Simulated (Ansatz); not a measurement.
Wanted: the native input for an Ansatz 0.2.0 run.

- Task: band structure
- Functional: BLYP
- Potentials or basis: Ansatz PAW
- Cutoff: 420 eV (not typed: the program's choice for these potentials)
- k mesh: 8 × 8 × 8
- Occupations: fermi-dirac, width 0.05 eV
- Spin: no spin polarisation
- Path: [["G", "X", "M", "G", "R", "X"], ["M", "R"]]
- Points for each segment of the path: 14

Crystal: TiAl.

```xyz
2
Lattice="3.1791 0.0000 0.0000 0.0000 3.1791 0.0000 0.0000 0.0000 3.1791" Properties=species:S:1:pos:R:3 pbc="T T T"
Ti    0.0000    0.0000    0.0000
Al    1.5895    1.5895    1.5895
```

The cell comes from a database or a generator and needn't be the stable form of this composition.

These files were run (other wordings do the same):

input.yaml

```yaml
crystal:
  lattice:
    - [3.179064, 0.0, 0.0]
    - [0.0, 3.179064, 0.0]
    - [0.0, 0.0, 3.179064]
  atoms:
    - { symbol: Ti, position: [0.0, 0.0, 0.0] }
    - { symbol: Al, position: [0.5, 0.5, 0.5] }
hamiltonian:
  xc: blyp
  pseudopotentials: { kind: paw }
kpoints:
  mp_grid: { grid: [8, 8, 8] }
  band_path:
    path:
      - [[0.0, 0.0, 0.0], [0.0, 0.5, 0.0], [0.5, 0.5, 0.0], [0.0, 0.0, 0.0], [0.5, 0.5, 0.5], [0.0, 0.5, 0.0]]
      - [[0.5, 0.5, 0.0], [0.5, 0.5, 0.5]]
    npoints: 14
scf:
  occupations: { method: fermi_dirac, width: 0.05 }
  n_extra_bands: 6
output:
  forces: true
  stress: true
  eigenvalues: true
  fatbands: false
```

Potentials or basis: Ansatz PAW.

Command:

```bash
$ ansatz run input.yaml --threads 2 --pin off --max-ram 5632MiB --backend cpu --events-out ev --progress --plain --runs-dir out
```

Results of the run:

| Property | Result |
| --- | --- |
| Pressure | 3.8 GPa |
| Band gap on the k mesh | none (metal or under the smearing width) |

Caveat: the PAW data sets come from PBE, with cores solved anew for the run's functional, which leaves a small shift of forces and pressure.

It took 0.89 s on 2 threads of Arm Neoverse V2, on a shared host, peak memory 0.28 GiB.
